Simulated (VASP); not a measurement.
# MoS2 in VASP: a series of runs, part 2 of 2

VASP 6.6.1.

### 4 Relaxation of cell and atoms, LDA

This run uses another cell than the first one, of 59.45 Å³/atom, 0.962 times its volume.

INCAR

```
ALGO = Normal
EDIFF = 1E-7
EDIFFG = -0.005
ENCUT = 600
IBRION = 2
ISIF = 3
ISMEAR = 0
KPAR = 2
LASPH = True
LATTICE_CONSTRAINTS = .TRUE. .TRUE. .FALSE.
LCHARG = False
LREAL = False
LWAVE = False
NELM = 80
NSW = 90
PREC = Accurate
SIGMA = 0.03
```

KPOINTS

```
k-points
0
Gamma
  12 12 1
```

POSCAR

```
MoS2                                    
1.0
    3.1218757874      0.0000000000      0.0000000000
   -1.5609378937      2.7036237349      0.0000000000
    0.0000000000      0.0000000000     21.1302960000
  S               Mo            
     2     1
Direct
     0.3333333300000021    0.6666666699999979    0.4265041311374226
     0.3333333300000021    0.6666666699999979    0.5734958688625773
     0.6666666699999979    0.3333333300000021    0.5000000000000000
```

Potentials or basis: VASP PAW LDA potentials, release 64 (S, Mo_sv).

Command:

```
> cat potpaw_LDA.64/S/POTCAR potpaw_LDA.64/Mo_sv/POTCAR > POTCAR
> mpirun -np 2 vasp_std > vasp.out
```

OUTCAR:

```text
EDIFF = 1E-7
   EDIFFG = -0.005
   ENCUT = 600
   IBRION = 2
   ISIF = 3
   ISMEAR = 0
   LASPH = True
   LREAL = False
   NELM = 80
   NSW = 90
   PREC = Accurate

 ion  position               nearest neighbor table
   1  0.333  0.667  0.427-   3 2.38   3 2.38   3 2.38
   2  0.333  0.667  0.573-   3 2.38   3 2.38   3 2.38
   3  0.667  0.333  0.500-   1 2.38   2 2.38   1 2.38   2 2.38   1 2.38   2 2.38

  LATTYP: Found a hexagonal cell.
 ALAT       =     3.1218757874
 C/A-ratio  =     6.7684614760

  Lattice vectors:

 A1 = (   3.1218757874,   0.0000000000,   0.0000000000)
 A2 = (  -1.5609378937,   2.7036237349,   0.0000000000)
 A3 = (   0.0000000000,   0.0000000000,  21.1302960000)

Analysis of symmetry for initial positions (statically):
=====================================================================
[... 179 lines left out ...]
  Total       -0.0240969     -0.0240969     -0.0194848      0.0000000      0.0000000     -0.0000000
  in kB       -0.2164731     -0.2164731     -0.1750403      0.0000000      0.0000000     -0.0000000
  external PRESSURE =      -0.2026622 kB  Pullay stress =       0.0000000 kB
[... 61 lines left out ...]
--------------------------------------- Ionic step        3  -------------------------------------------

 number of electron      26.0000000 magnetization

 Free energy of the ion-electron system (eV)
  ---------------------------------------------------
  ext. energy  EPLUGINS =         0.00000000
  ---------------------------------------------------
  free energy    TOTEN  =       -24.36752128 eV

  energy without entropy =      -24.36752128  energy(sigma->0) =      -24.36752128

 E-fermi :  -2.1339     XC(G=0):  -3.7534

 val. band max:       -2.3076718370   @ k =   0.3333   0.3333   0.0000
 cond. band min:      -0.4426794136   @ k =   0.3333   0.3333   0.0000
 fundamental gap:      1.8649924234
 Fermi energy:        -2.1339221318

 k-point     1 :       0.0000    0.0000    0.0000
  band No.  band energies     occupation
      1     -62.7137      2.00000
      2     -37.1096      2.00000
      3     -36.8142      2.00000
      4     -36.8142      2.00000
      5     -16.5417      2.00000
      6     -15.1470      2.00000
[... 399 lines left out ...]
  FREE ENERGIE OF THE ION-ELECTRON SYSTEM (eV)
  ---------------------------------------------------
  free  energy   TOTEN  =       -24.3675212800 eV

  energy  without entropy=      -24.3675212800  energy(sigma->0) =      -24.36752128

 reached required accuracy - stopping structural energy minimisation
```

OSZICAR:

```text
N       E                     dE             d eps       ncg     rms          rms(c)
DAV:   1     0.203899473238E+03    0.20390E+03   -0.14315E+04   838   0.137E+03
DAV:   2    -0.127578581886E+02   -0.21666E+03   -0.21367E+03   878   0.294E+02
DAV:   3    -0.255799852556E+02   -0.12822E+02   -0.12580E+02   805   0.705E+01
[... 32 lines left out ...]
DAV:   1    -0.243675586788E+02   -0.42269E-04   -0.11333E-03   672   0.350E-01    0.789E-02
DAV:   2    -0.243675289941E+02    0.29685E-04   -0.17626E-04   672   0.123E-01    0.165E-02
DAV:   3    -0.243675226194E+02    0.63747E-05   -0.46955E-05   745   0.385E-02    0.119E-02
DAV:   4    -0.243675212534E+02    0.13660E-05   -0.76875E-06   705   0.235E-02    0.524E-03
DAV:   5    -0.243675212800E+02   -0.26643E-07   -0.79999E-07   804   0.715E-03
   3 F= -.24367521E+02 E0= -.24367521E+02  d E =-.459746E-05
```

CONTCAR:

```text
MoS2
   1.00000000000000
     3.1212677520281775   -0.0000000000000000    0.0000000000000000
    -1.5606338760140888    2.7030971608242012    0.0000000000000000
     0.0000000000000000    0.0000000000000000   21.1302960000000013
  S               Mo
     2     1
Direct
     0.3333333300000021    0.6666666699999979    0.4265053612089955
     0.3333333300000021    0.6666666699999979    0.5734946387910045
     0.6666666699999979    0.3333333300000021    0.5000000000000000

  0.00000000E+00  0.00000000E+00  0.00000000E+00
  0.00000000E+00  0.00000000E+00  0.00000000E+00
  0.00000000E+00  0.00000000E+00  0.00000000E+00
```

Wall time 2.7 min (2 MPI ranks of AMD EPYC 7R43 (Zen 3), shared host); peak memory 0.31 GiB.

What came out:

```
Free energy                            : -24.3675 eV
Relaxed volume                         : 59.43 Å³/atom
Relaxed cell                           : a = 3.121 Å, b = 3.121 Å, c = 21.130 Å, α = 90.00°, β = 90.00°, γ = 120.00°
Space group after relaxing (to 0.05 Å) : P-6m2 (No. 187)
Energy gained by relaxing              : 0.0 meV/atom
Ionic steps                            : 3
Largest force after relaxing           : 0.004 eV/Å
Band gap on the k mesh                 : 1.87 eV, direct
```

Forces in eV/Å, atoms in the order of the input:
```
S    0.000  0.000 -0.004
S    0.000  0.000  0.004
Mo   0.000  0.000  0.000
```

Final structure:
```cif
data_structure
_symmetry_space_group_name_H-M 'P 1'
_symmetry_Int_Tables_number 1
_cell_length_a 3.1213
_cell_length_b 3.1213
_cell_length_c 21.1303
_cell_angle_alpha 90.000
_cell_angle_beta 90.000
_cell_angle_gamma 120.000
_cell_volume 178.28
loop_
_atom_site_label
_atom_site_type_symbol
_atom_site_fract_x
_atom_site_fract_y
_atom_site_fract_z
_atom_site_occupancy
S1 S 0.33333 0.66667 0.42651 1
S2 S 0.33333 0.66667 0.57349 1
Mo1 Mo 0.66667 0.33333 0.50000 1
```

LDA gaps usually lie below the measured ones, often by a third to a half.

### 5 Relaxation of cell and atoms, PBE

This run uses another cell than the first one, of 61.26 Å³/atom, 0.991 times its volume.

INCAR

```
PREC = Accurate
ENCUT = 600
EDIFF = 1E-6
ISMEAR = 0
SIGMA = 0.03
LREAL = F
LASPH = T
NELM = 80
ALGO = Normal
ISIF = 3
LWAVE = F
LCHARG = F
GGA = PE
IBRION = 2
NSW = 90
EDIFFG = -0.01
LATTICE_CONSTRAINTS = .TRUE. .TRUE. .FALSE.
KPAR = 4
```

KPOINTS

```
regular mesh
0
Gamma
  12 12 1
```

POSCAR

```
MoS2
1.0
    3.1690000000      0.0000000000      0.0000000000
   -1.5845000000      2.7444345000      0.0000000000
    0.0000000000      0.0000000000     21.1302960000
S Mo
2 1
Direct
    0.3333333300      0.6666666700      0.4259287200
    0.3333333300      0.6666666700      0.5740712800
    0.6666666700      0.3333333300      0.5000000000
```

Potentials or basis: VASP PAW PBE potentials, release 64 (S, Mo_sv).

Command:

```
> cat potpaw_PBE.64/S/POTCAR potpaw_PBE.64/Mo_sv/POTCAR > POTCAR
> mpirun -np 4 vasp_std > vasp.out
```

It took 1.8 min on 4 MPI ranks of AMD EPYC 9R45 (Zen 5), shared host; peak memory 0.42 GiB.

The run converged. Its results:

| Item | Value |
| --- | --- |
| Free energy | -21.8533 eV |
| Relaxed volume | 61.81 Å³/atom |
| Relaxed cell | a = 3.183 Å, b = 3.183 Å, c = 21.130 Å, α = 90.00°, β = 90.00°, γ = 120.00° |
| Space group after relaxing (to 0.05 Å) | P-6m2 (No. 187) |
| Energy gained by relaxing | 0.7 meV/atom |
| Ionic steps | 8 |
| Largest force after relaxing | 0.003 eV/Å |
| Band gap on the k mesh | 1.67 eV, indirect (least direct gap 1.68 eV) |

Forces in eV/Å, atoms in the order of the input:
```
S    0.000  0.000 -0.003
S    0.000  0.000  0.003
Mo   0.000  0.000  0.000
```

Step by step:
```tsv
step	energy change (eV)	largest force (eV/Å)	pressure (GPa)	volume (Å³)
1	0.0000	0.0391	0.30	183.77
2	-0.0003	0.1400	-0.36	186.53
3	-0.0018	0.0547	-0.05	185.20
4	-0.0018	0.0526	-0.06	185.17
5	-0.0014	0.0072	0.13	184.47
6	-0.0018	0.0509	-0.03	185.14
7	-0.0020	0.0188	-0.01	185.31
8	-0.0020	0.0032	0.01	185.43
```

Final structure:
```
CELL_PARAMETERS angstrom
3.18330 0.00000 0.00000
-1.59165 2.75682 0.00000
0.00000 0.00000 21.13030
ATOMIC_POSITIONS crystal
S 0.33333 0.66667 0.42606
S 0.33333 0.66667 0.57394
Mo 0.66667 0.33333 0.50000
```

Levels at points of the mesh, in eV from the valence-band top:
```csv
k point,band 10,band 11,band 12,band 13,band 14,band 15,band 16,band 17
"(0.00, 0.00, 0.00)",-1.77,-1.50,-1.50,0.00,2.77,2.77,3.01,3.01
"(0.50, 0.00, 0.00)",-3.15,-1.87,-0.97,-0.62,2.25,2.76,3.88,4.31
```
